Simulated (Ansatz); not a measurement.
# NbN: the cost of one run

Method: DFT PBEsol, scalar-relativistic, plane waves, PAW, in Ansatz 0.2.0.

3 further runs of the same task are left out: 3 set aside as unsound or not needed.

## 1. The structure to begin with

Symmetry: Fm-3m, No. 225, cubic system. Conventional cell: a = 4.382 Å, b = 4.382 Å, c = 4.382 Å, α = 90.00°, β = 90.00°, γ = 90.00°. Nb (site symmetry m-3m) is surrounded by 6 N at 2.19 Å. N (site symmetry m-3m) has 6 Nb at 2.19 Å as nearest neighbours.

Coordinates:

```cif
data_structure
_symmetry_space_group_name_H-M 'P 1'
_symmetry_Int_Tables_number 1
_cell_length_a 3.0984
_cell_length_b 3.0984
_cell_length_c 3.0984
_cell_angle_alpha 60.000
_cell_angle_beta 60.000
_cell_angle_gamma 60.000
_cell_volume 21.03
loop_
_atom_site_label
_atom_site_type_symbol
_atom_site_fract_x
_atom_site_fract_y
_atom_site_fract_z
_atom_site_occupancy
Nb1 Nb 0.50000 0.50000 0.50000 1
N1 N 0.00000 0.00000 0.00000 1
```

It is the result of an earlier relaxation at this level (volume 10.52 Å³/atom; gap on the mesh: none (metal)).

## 2. Relaxing at 16 GPa

At a set pressure the run lowers the enthalpy E + PV, so the energy alone may rise along the way.

The input, input.yaml:

```yaml
crystal:
  lattice:
    - [0.0, 2.1908865824, 2.1908865824]
    - [2.1908865824, 0.0, 2.1908865824]
    - [2.1908865824, 2.1908865824, 0.0]
  atoms:
    - { symbol: Nb, position: [0.5, 0.5, 0.5] }
    - { symbol: "N", position: [0.0, 0.0, 0.0] }
basis:
  ecutwfc: 420
kpoints:
  mp_grid: { grid: [16, 16, 16] }
hamiltonian:
  xc: pbesol
scf:
  occupations: { method: fermi_dirac, width: 0.15 }
output:
  forces: true
  stress: true
  eigenvalues: true
relax:
  adjacent_minimum: "off"
  f_tol: 0.001
  max_steps: 60
  cell: { stress_tol: 0.02, p_target: 16.0 }
```

Command:

```console
$ ansatz run input.yaml --threads 1 --pin off --max-ram 3072MiB --backend cpu --events-out ev --progress --plain --runs-dir out
```

**Question.** How long does this run take on 1 thread of Arm Neoverse V1, shared host, and how much memory does it need?

About 23 s, with a peak of 0.38 GiB.
